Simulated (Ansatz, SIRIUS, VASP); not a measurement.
RuAl: energy against volume and a worked fit

Space group Pm-3m (No. 221). a = 2.992 Å, b = 2.992 Å, c = 2.992 Å, α = 90.00°, β = 90.00°, γ = 90.00°
```tsv
atom	site	symmetry	x	y	z
Ru	1b	m-3m	0.5000	0.5000	0.5000
Al	1a	m-3m	0.0000	0.0000	0.0000
```

The cell was scaled at fixed shape and fractions and run with Ansatz, all-electron LAPW, scalar-relativistic; PBEsol, k mesh 9 × 9 × 9 on the cell of 2 atoms, fermi-dirac occupations of 0.05 eV, no spin polarisation, no spin-orbit coupling. Energies are those that the program minimises, any entropy of the smearing included. For a metal such a mesh isn't converged to the digits shown.

| V (Å³/atom) | energy over the lowest row (meV/atom) |
| --- | --- |
| 12.5837 | 19.60 |
| 12.8514 | 5.54 |
| 13.1192 | 0.00 |
| 13.3869 | 2.09 |
| 13.6547 | ? |
| 13.9224 | 26.10 |
| 14.1901 | 46.66 |

Q: Fit the third-order Birch-Murnaghan form, give V0, B0 and B′, and predict the energy left open.

A: With y = (V0/V)^(2/3), E = E0 + (9 V0 B0/16) [(y - 1)³ B′ + (y - 1)² (6 - 4y)]. Least squares through the rows shown give V0 = 13.1754 Å³/atom, E0 = -0.17 meV, B0 = 219.5 GPa (1 eV/Å³ = 160.218 GPa) and B′ = 4.40, with a largest miss of 0.01 meV. At V = 13.6547 the form with these constants gives 11.03 meV; the run gave 11.03 meV an atom. Other set-ups at this level, from all their volumes (Å³/atom, GPa): SIRIUS, PseudoDojo 0.4.1 PBEsol standard (scalar relativistic): V0 13.187, B0 220.2; VASP, PBE PAW files Al, Ru_pv, 520 eV (made for PBE): V0 13.188, B0 220.4.

The fit places the minimum at a slightly smaller volume than the listed cell, and its bulk modulus of 219.5 GPa marks RuAl as a stiff intermetallic, much harder to compress than aluminium. The likely reason is hybridisation of Ru 4d with Al 3s and 3p states, which in this B2 compound fills mainly bonding levels and leaves the Fermi energy near a pseudogap. The positive B′ reflects the usual anharmonicity: under compression, kinetic and overlap repulsion rises faster than the bonding gain, whereas expansion gradually weakens the cohesion.

Recovering the omitted energy supports the smoothness of the curve and interpolation within it, but is no test of extrapolation to strong compression. The close agreement of the other two set-ups suggests that the treatment of the core has little effect on the volume or stiffness; it doesn't measure the error of the functional they share. Resistance to shear, which matters as much as the bulk modulus for strength and ductility, can't be inferred from this uniform scaling.
